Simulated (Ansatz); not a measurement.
**ZnH: a trial structure relaxed**

The task: take a trial cell of ZnH to zero force and stress.

Method: DFT PBE, scalar-relativistic, plane waves, PAW, in Ansatz 0.2.0.

## 1. Starting point

The structure is cubic, space group F-43m (No. 216). The conventional cell has a = 4.669 Å, b = 4.669 Å, c = 4.669 Å, α = 90.00°, β = 90.00°, γ = 90.00°. Zn (site symmetry -43m) is surrounded by 4 H at 2.02 Å. H (site symmetry -43m) is surrounded by 4 Zn at 2.02 Å.

Coordinates:

```
Zn H
1.0
     0.00000    2.33471    2.33471
     2.33471    0.00000    2.33471
     2.33471    2.33471    0.00000
Zn H
1 1
Direct
  0.00000 0.00000 0.00000
  0.25000 0.25000 0.25000
```

Recipe of the guess: species swapped into a database cell of AlP (F-43m, No. 216), with Zn on the Al sites and H on the P sites. The dimensions are guesses.

## 2. Probe: one point on a coarse mesh

The input, input.yaml:

```yaml
crystal:
  lattice:
    - [0.0, 2.33470761, 2.33470761]
    - [2.33470761, 0.0, 2.33470761]
    - [2.33470761, 2.33470761, 0.0]
  atoms:
    - { symbol: Zn, position: [0.0, 0.0, 0.0] }
    - { symbol: H, position: [0.25, 0.25, 0.25] }
basis:
  ecutwfc: 420
kpoints:
  mp_grid: { grid: [6, 6, 6] }
hamiltonian:
  xc: pbe
scf:
  occupations: { method: gaussian, width: 0.1 }
  lower_state_search: "off"
output:
  forces: true
  stress: true
  eigenvalues: true
```

Started as:

```
$ ansatz run input.yaml --threads 1 --pin off --max-ram 2048MiB --backend cpu --events-out ev --progress --plain --runs-dir out
```

Log, shortened:

```text
Warning: RAYON_NUM_THREADS=1 ignored (pool sized by the plan → 1); use --threads N
[...]
Pseudopotentials: kind: paw
Pseudopotential: Zn, paw, valence charge 12, recommended cutoff 420 eV (normal), Zn.paw.azcp
Pseudopotential: H, paw, valence charge 1, recommended cutoff 420 eV (normal), H.paw.azcp
Functional definition: PBE
[...]
Crystal: 2 atoms, lattice volume = 25.452 Å³
Basis set: ecut = 420 eV, 531 PW (Γ), exchange–correlation on 48×48×48 points (8 copies of the dense FFT grid, shifted against one another)
Bands: 11, of which v1, the nominal top of the filled ones, is band 7 counted from 1 (6 counted from 0)
Symmetry: 24 space group operations
Space group: F-43m (ITA 216), of the structure as read, at distance tolerance 2.9e-5 Å
k-points: 16 of 216 (time reversal used)
[...]
SCF iter   1: F=—  HF=-3333.900456 eV  |F-HF|=—  |Δ(HF+E_count)|=         —  Δρ=6.30e-3  dr2=8.54e-3  ethr=1.77e-3  ⟨swp⟩=5.2  Hψ=1056  notcnv=0
[...]
SCF iter   6: F=-3333.898409 eV  HF=-3333.898409 eV  |F-HF|=1.93e-9  |Δ(HF+E_count)|=   2.17e-7  Δρ=4.89e-6  dr2=2.98e-9  ethr=7.23e-10  ⟨swp⟩=3.7  Hψ=725  notcnv=0
[...]
SCF converged after 6 iterations
Free energy (F): -3333.898409 eV
[...]
E sigma→0 (E₀):  -3333.896155 eV
Entropy (-TS):   -0.004507 eV (-2.254 meV/atom)
Fermi energy:    5.922381 eV
[...]
--- Forces (eV/Å), atoms counted from 1 ---
  atom   1  Zn     0.00000000    -0.00000000     0.00000000
  atom   2  H      0.00000000    -0.00000000    -0.00000000
[...]
--- Stress (GPa, compression-positive) ---
       -6.079615       0.000000       0.000000
       -0.000000      -6.079615      -0.000000
        0.000000      -0.000000      -6.079615
  P = ⅓ Tr σ = -6.0796 GPa (-60.796 kbar)
--- Band table (eV; the first three rows and the last of 16) ---
  k-point 0: bands = ["-3.5888", "-1.2273", "-1.2273", "-1.2273", "-1.0493", "-1.0493", "11.5286", "17.3608", "17.3608", "17.3608", "19.6954"]
[...]
```

It took 0.71 s on 1 thread of Arm Neoverse V1, shared host; peak memory 0.25 GiB.

The probe gives pressure -6.1 GPa, largest force 0.00 eV/Å, gap on this mesh none (metal). A cheap, loose relaxation comes first.

## 3. A loose first relaxation

input.yaml: that of step 2 with these lines changed.

```diff
@@ -21 +21,6 @@
   eigenvalues: true
+relax:
+  adjacent_minimum: "off"
+  f_tol: 0.04
+  max_steps: 70
+  cell: { stress_tol: 0.4 }
```

Started as:

```
$ ansatz run input.yaml --threads 1 --pin off --max-ram 2048MiB --backend cpu --events-out ev --progress --plain --runs-dir out
```

Log:

```text
Warning: RAYON_NUM_THREADS=1 ignored (pool sized by the plan → 1); use --threads N
Engine: ansatz 0.2.0, aarch64-unknown-linux-gnu
Pseudopotentials: kind: paw
Pseudopotential: Zn, paw, valence charge 12, recommended cutoff 420 eV (normal), Zn.paw.azcp
Pseudopotential: H, paw, valence charge 1, recommended cutoff 420 eV (normal), H.paw.azcp
Functional definition: PBE
  parameter kappa = 0.804
  parameter beta = 0.06672455060314922
  exchange = pbe_x(kappa = kappa, mu = beta*pi^2/3)
  correlation = pbe_c(beta = beta)
Crystal: 2 atoms, lattice volume = 25.452 Å³
Basis set: ecut = 420 eV, 531 PW (Γ), exchange–correlation on 48×48×48 points (8 copies of the dense FFT grid, shifted against one another)
Bands: 11, of which v1, the nominal top of the filled ones, is band 7 counted from 1 (6 counted from 0)
Symmetry: 24 space group operations
Space group: F-43m (ITA 216), of the structure as read, at distance tolerance 2.9e-5 Å
k-points: 16 of 216 (time reversal used)
Non-local potential: Zn, projectors of the file, l = 0: 2, l = 1: 2, l = 2: 3, l = 3: 1
Non-local potential: H, projectors of the file, l = 0: 2, l = 1: 1
PAW form: soft (Blöchl's): semilocal exchange-correlation on the pseudo side does not see the compensation charge
PAW one-centre angular grid: Zn, 590 points (default); XC on 64 Gauss nodes
PAW one-centre angular grid: H, 110 points (default); XC on 64 Gauss nodes
Initial density: superposition of atomic densities (neutral atoms: chi_scale 0, normalization atom), corrected by the library's trained network
Initial wavefunctions: pseudopotential atomic-orbital guess
Functional: x = pbe(κ = 0.804, μ = 0.2195149727645171), c = pbe(β = 0.06672455060314922)
SCF iter   1: F=—  HF=-3333.900456 eV  |F-HF|=—  |Δ(HF+E_count)|=         —  Δρ=6.30e-3  dr2=8.54e-3  ethr=1.77e-3  ⟨swp⟩=5.2  Hψ=1056  notcnv=0
preconditioner: auto → none  [insulator: Δε(μ)=0.436 eV  Ē_g=13.924 eV  σ=0.100 eV  W_gap=0.79  n_scr=8 (ndim 8)  ℏωp=26.5 eV  f_vac=0.000  D(μ)=0.90/eV (n_scr^D=8)  ε∞_Penn≈4.6]
SCF iter   2: F=—  HF=-3333.898478 eV  |F-HF|=—  |Δ(HF+E_count)|=   1.98e-3  Δρ=1.53e-3  dr2=5.59e-4  ethr=6.57e-5  ⟨swp⟩=1.9  Hψ=376  notcnv=0
SCF iter   3: F=—  HF=-3333.898498 eV  |F-HF|=—  |Δ(HF+E_count)|=   2.03e-5  Δρ=1.39e-3  dr2=2.98e-4  ethr=4.30e-6  ⟨swp⟩=2.1  Hψ=273  notcnv=0
SCF iter   4: F=—  HF=-3333.898395 eV  |F-HF|=—  |Δ(HF+E_count)|=   1.03e-4  Δρ=2.04e-4  dr2=6.21e-6  ethr=2.29e-6  ⟨swp⟩=2.0  Hψ=254  notcnv=0
SCF iter   5: F=—  HF=-3333.898408 eV  |F-HF|=—  |Δ(HF+E_count)|=   1.37e-5  Δρ=2.63e-5  dr2=9.39e-8  ethr=4.78e-8  ⟨swp⟩=2.1  Hψ=267  notcnv=0
SCF iter   6: F=-3333.898409 eV  HF=-3333.898409 eV  |F-HF|=1.93e-9  |Δ(HF+E_count)|=   2.17e-7  Δρ=4.89e-6  dr2=2.98e-9  ethr=7.23e-10  ⟨swp⟩=3.7  Hψ=725  notcnv=0
SCF 1 converged in 6 iterations: F = -3333.898409 eV  dr2 = 2.98e-9
relax step   1: F+E_penalty+E_count = -3333.89840871 eV  Δ(F+E_penalty+E_count) = +0.000e0 eV  max|allowed force component| = 2.581e-16 eV/Å  Δτ_max = 0.0000 Å  P = -6.080 GPa  Ω = 25.452 Å³  (6 SCF iters, dr2 threshold 1.00e-7 eV, accepted)
Crystal: 2 atoms, lattice volume = 21.908 Å³
Basis set: ecut = 420 eV, 411 PW (Γ), exchange–correlation on 48×48×48 points (8 copies of the dense FFT grid, shifted against one another)
Initial density: handed on by an earlier stage of this run
Initial wavefunctions: those handed on with the density
iter 1 solved again at ethr=1.99e-4 eV; its pass at ethr=3.10e-3 eV (dr2=2.59e-2 eV) is discarded
SCF iter   1: F=—  HF=-3333.994439 eV  |F-HF|=—  |Δ(HF+E_count)|=         —  Δρ=1.23e-2  dr2=2.61e-2  ethr=1.99e-4  ⟨swp⟩=1.0  Hψ=1612  notcnv=0
preconditioner: auto → none  [insulator: Δε(μ)=0.347 eV  Ē_g=14.801 eV  σ=0.100 eV  W_gap=0.79  n_scr=8 (ndim 8)  ℏωp=28.6 eV  f_vac=0.000  D(μ)=0.91/eV (n_scr^D=8)  ε∞_Penn≈4.7]
SCF iter   2: F=—  HF=-3333.987654 eV  |F-HF|=—  |Δ(HF+E_count)|=   6.79e-3  Δρ=5.48e-3  dr2=3.19e-3  ethr=1.99e-4  ⟨swp⟩=2.2  Hψ=340  notcnv=0
SCF iter   3: F=—  HF=-3333.985243 eV  |F-HF|=—  |Δ(HF+E_count)|=   2.41e-3  Δρ=1.60e-3  dr2=4.95e-4  ethr=2.46e-5  ⟨swp⟩=2.0  Hψ=433  notcnv=0  defer=4
SCF iter   4: F=—  HF=-3333.985081 eV  |F-HF|=—  |Δ(HF+E_count)|=   1.61e-4  Δρ=2.79e-4  dr2=1.60e-5  ethr=3.81e-6  ⟨swp⟩=2.1  Hψ=262  notcnv=0  defer=4
SCF iter   5: F=—  HF=-3333.985083 eV  |F-HF|=—  |Δ(HF+E_count)|=   2.00e-6  Δρ=6.41e-5  dr2=4.58e-7  ethr=1.23e-7  ⟨swp⟩=2.4  Hψ=277  notcnv=0  defer=4
SCF iter   6: F=-3333.985084 eV  HF=-3333.985084 eV  |F-HF|=1.02e-9  |Δ(HF+E_count)|=   2.28e-7  Δρ=5.49e-6  dr2=2.99e-9  ethr=1.54e-9  ⟨swp⟩=6.1  Hψ=951  notcnv=0
SCF 2 converged in 6 iterations: F = -3333.985084 eV  dr2 = 2.99e-9
relax step   2: F+E_penalty+E_count = -3333.98508352 eV  Δ(F+E_penalty+E_count) = -8.667e-2 eV  max|allowed force component| = 2.397e-16 eV/Å  Δτ_max = 0.0000 Å  P = -0.659 GPa  Ω = 21.908 Å³  energy of the carried Pulay correction = +3.053e-3 eV  (6 SCF iters, dr2 threshold 2.00e-7 eV, accepted)
Crystal: 2 atoms, lattice volume = 21.544 Å³
iter 1 solved again at ethr=2.84e-6 eV; its pass at ethr=3.10e-3 eV (dr2=3.69e-4 eV) is discarded
SCF iter   1: F=—  HF=-3333.986084 eV  |F-HF|=—  |Δ(HF+E_count)|=         —  Δρ=1.59e-3  dr2=4.35e-4  ethr=2.84e-6  ⟨swp⟩=2.2  Hψ=1501  notcnv=0
preconditioner: auto → none  [insulator: Δε(μ)=0.357 eV  Ē_g=15.083 eV  σ=0.100 eV  W_gap=0.79  n_scr=8 (ndim 8)  ℏωp=28.8 eV  f_vac=0.000  D(μ)=0.92/eV (n_scr^D=8)  ε∞_Penn≈4.7]
SCF iter   2: F=—  HF=-3333.985967 eV  |F-HF|=—  |Δ(HF+E_count)|=   1.17e-4  Δρ=6.99e-4  dr2=5.02e-5  ethr=2.84e-6  ⟨swp⟩=2.1  Hψ=273  notcnv=0
SCF iter   3: F=—  HF=-3333.985929 eV  |F-HF|=—  |Δ(HF+E_count)|=   3.89e-5  Δρ=2.13e-4  dr2=8.72e-6  ethr=3.86e-7  ⟨swp⟩=2.1  Hψ=280  notcnv=0
SCF iter   4: F=—  HF=-3333.985926 eV  |F-HF|=—  |Δ(HF+E_count)|=   2.98e-6  Δρ=3.57e-5  dr2=2.64e-7  ethr=6.71e-8  ⟨swp⟩=2.2  Hψ=267  notcnv=0
SCF iter   5: F=-3333.985926 eV  HF=-3333.985926 eV  |F-HF|=3.02e-9  |Δ(HF+E_count)|=   6.15e-8  Δρ=9.57e-6  dr2=9.71e-9  ethr=1.54e-9  ⟨swp⟩=5.3  Hψ=898  notcnv=0
SCF 3 converged in 5 iterations: F = -3333.985926 eV  dr2 = 9.71e-9
relax step   3: F+E_penalty+E_count = -3333.98592559 eV  Δ(F+E_penalty+E_count) = -8.421e-4 eV  max|allowed force component| = 1.199e-16 eV/Å  Δτ_max = 0.0000 Å  P = +0.231 GPa  Ω = 21.544 Å³  energy of the carried Pulay correction = +3.393e-3 eV  (5 SCF iters, dr2 threshold 2.00e-7 eV, accepted)
Initial wavefunctions: pseudopotential atomic-orbital guess (no wavefunctions were taken with the density)
iter 1 solved again at ethr=5.83e-8 eV; its pass at ethr=3.10e-3 eV (dr2=7.58e-6 eV) is discarded
SCF iter   1: F=—  HF=-3333.982904 eV  |F-HF|=—  |Δ(HF+E_count)|=         —  Δρ=3.90e-4  dr2=6.26e-6  ethr=5.83e-8  ⟨swp⟩=3.1  Hψ=1552  notcnv=0
preconditioner: auto → none  [insulator: Δε(μ)=0.360 eV  Ē_g=15.108 eV  σ=0.100 eV  W_gap=0.79  n_scr=8 (ndim 8)  ℏωp=28.8 eV  f_vac=0.000  D(μ)=0.92/eV (n_scr^D=8)  ε∞_Penn≈4.6]
SCF iter   2: F=—  HF=-3333.982911 eV  |F-HF|=—  |Δ(HF+E_count)|=   6.66e-6  Δρ=4.12e-4  dr2=1.56e-5  ethr=4.81e-8  ⟨swp⟩=2.1  Hψ=283  notcnv=0
SCF iter   3: F=—  HF=-3333.982914 eV  |F-HF|=—  |Δ(HF+E_count)|=   3.70e-6  Δρ=1.14e-4  dr2=1.38e-6  ethr=4.81e-8  ⟨swp⟩=2.0  Hψ=279  notcnv=0
SCF iter   4: F=—  HF=-3333.982914 eV  |F-HF|=—  |Δ(HF+E_count)|=   2.06e-7  Δρ=1.57e-5  dr2=1.36e-8  ethr=1.06e-8  ⟨swp⟩=2.0  Hψ=280  notcnv=0
SCF iter   5: F=-3333.982914 eV  HF=-3333.982914 eV  |F-HF|=2.68e-11  |Δ(HF+E_count)|=   3.26e-8  Δρ=4.53e-7  dr2=1.69e-11  ethr=9.85e-12  ⟨swp⟩=2.8  Hψ=653  notcnv=0
SCF 4 converged in 5 iterations: F = -3333.982914 eV  dr2 = 1.69e-11
relax step   4: F+E_penalty+E_count = -3333.98291431 eV  Δ(F+E_penalty+E_count) = +3.011e-3 eV  max|allowed force component| = 9.234e-17 eV/Å  Δτ_max = 0.0000 Å  P = +0.188 GPa  Ω = 21.544 Å³  stress off target by 1.88e-1 GPa  SCF on the basis re-selected at this cell (its energy is not comparable with the rows above)  (5 SCF iters)
basis re-selected at this cell: Δ(F+E_penalty+E_count) = +3.011e-3 eV, ΔP = -0.044 GPa vs the last step (what re-selecting the basis moved, of the pressure what is left beyond the Pulay correction that the steps carried, after the strain that the cell walked since its last selection, with what the two solves' SCF thresholds leave and, on support functions, any second-order correction that the steps lacked; it is no measure of the basis error at this ecutwfc). This SCF's stress stands 1.88e-1 GPa from its target on what of the cell is left free (relax.cell.stress_tol is 4.00e-1 GPa) and its largest allowed force component is 9.23e-17 eV/Å (relax.f_tol is 4.00e-2 eV/Å): within both
SCF converged after 5 iterations
Free energy (F): -3333.982914 eV
Harris-Foulkes:  -3333.982914 eV  (|F-HF|=2.68e-11)
Internal energy: -3333.978336 eV  (E = F + TS)
E sigma→0 (E₀):  -3333.980625 eV
Entropy (-TS):   -0.004578 eV (-2.289 meV/atom)
Fermi energy:    8.047955 eV
--- Per-component energies (eV) ---
  E_band       = 12.939562
  E_kinetic    = 143.305952
  E_local      = -1720.220432  (includes V_loc(G=0)·N_el)
  E_nonlocal   = 613.081787
  E_hartree    = 716.816893
  E_xc         = -145.809039
  E_vxc        = -63.051906  (∫ρ·V_xc dr)
  E_paw        = -1826.135355  (= ΣΔE_a)
  E_vpaw       = -393.808240  (= ΣTr[D̂ρ^β])
  E_aug_tail   = -0.001312  (compensation charges beyond the density's cutoff)
  E_ewald      = -1115.016831
  E_smearing   = -0.004578  (= −TS)
  E_closure    = -0.000000  (closes the sum)
  Σ components = -3333.982914   (vs F -3333.982914, Δ=0.00e0)
--- Forces (eV/Å), atoms counted from 1 ---
  atom   1  Zn     0.00000000     0.00000000    -0.00000000
  atom   2  H      0.00000000     0.00000000    -0.00000000
  max |Σ_I F_I| component: 1.86e-16 eV/Å
--- Stress (GPa, compression-positive) ---
        0.187765       0.000000       0.000000
        0.000000       0.187765      -0.000000
        0.000000      -0.000000       0.187765
  P = ⅓ Tr σ = 0.1878 GPa (1.878 kbar)
--- Band table (eV; the first three rows and the last of 16) ---
  k-point 0: bands = ["-3.0153", "0.3122", "0.3122", "0.3122", "0.5647", "0.5647", "14.1069", "20.7481", "20.7481", "20.7481", "22.7751"]
  k-point 1: bands = ["-2.4548", "0.2961", "0.3548", "0.3548", "0.5618", "0.5618", "12.5900", "17.1932", "19.4313", "19.4313", "24.4834"]
  k-point 2: bands = ["-1.2655", "0.3613", "0.3613", "0.6393", "0.6393", "0.7795", "8.2225", "16.1771", "18.3339", "18.3339", "22.8705"]
  k-point 15: bands = ["-0.5297", "0.1616", "0.4331", "0.6264", "0.7313", "3.7883", "7.7462", "9.5937", "10.8964", "18.5780", "21.3768"]
--- Relaxed structure (3 steps of the walk, 3 accepted, 1 SCFs on fresh bases) ---
  F+E_penalty+E_count = -3333.98291431 eV   max|allowed force component| = 9.234e-17 eV/Å   (the final SCF, on the basis selected at the relaxed cell)
  cell:  # Å, volume = 21.5441 Å³
    - [-2.012671952993758e-32, 2.208508943816661, 2.2085089438166614]
    - [2.2085089438166614, -1.5846607022305286e-32, 2.2085089438166614]
    - [2.2085089438166614, 2.208508943816661, -8.764039896580414e-33]
  atoms:
    - { symbol: Zn, position: [-2.925002927656998e-33, 3.5436874481954935e-33, 2.835637385801438e-33] }
    - { symbol: H, position: [0.25, 0.25, 0.25] }
```

Run time: 3.1 s. Hardware: 1 thread of Arm Neoverse V1, shared host; peak memory 0.27 GiB.

The steps of the relaxation:

```
step  E - E(step 1) (eV/cell)  largest force component (eV/Å)  pressure (GPa)  volume (Å³)
   1                   0.0000                          0.0000           -6.08        25.45
   2                  -0.0867                          0.0000           -0.66        21.91
   3                  -0.0875                          0.0000            0.23        21.54
   4                  -0.0845                          0.0000            0.19        21.54
```

Step 1 is the start. Step 4 repeats the geometry before it on a plane-wave basis chosen anew for that cell, so its energy need not be comparable with the rows above.

Lengths and angles in the start's conventional setting:

|  | before | after | change |
| --- | --- | --- | --- |
| a (Å) | 4.669 | 4.417 | -5.4 % |
| b (Å) | 4.669 | 4.417 | -5.4 % |
| c (Å) | 4.669 | 4.417 | -5.4 % |
| volume (Å³/atom) | 12.73 | 10.77 | -15.4 % |
| shortest distance (Å) | 2.022 | 1.913 | -5.4 % |
| space group (0.01 Å) | F-43m | F-43m | same |

Forces and stress were held to the start's 24 operations: a distortion of lower symmetry was not tested.

[end of part 1 of 2]
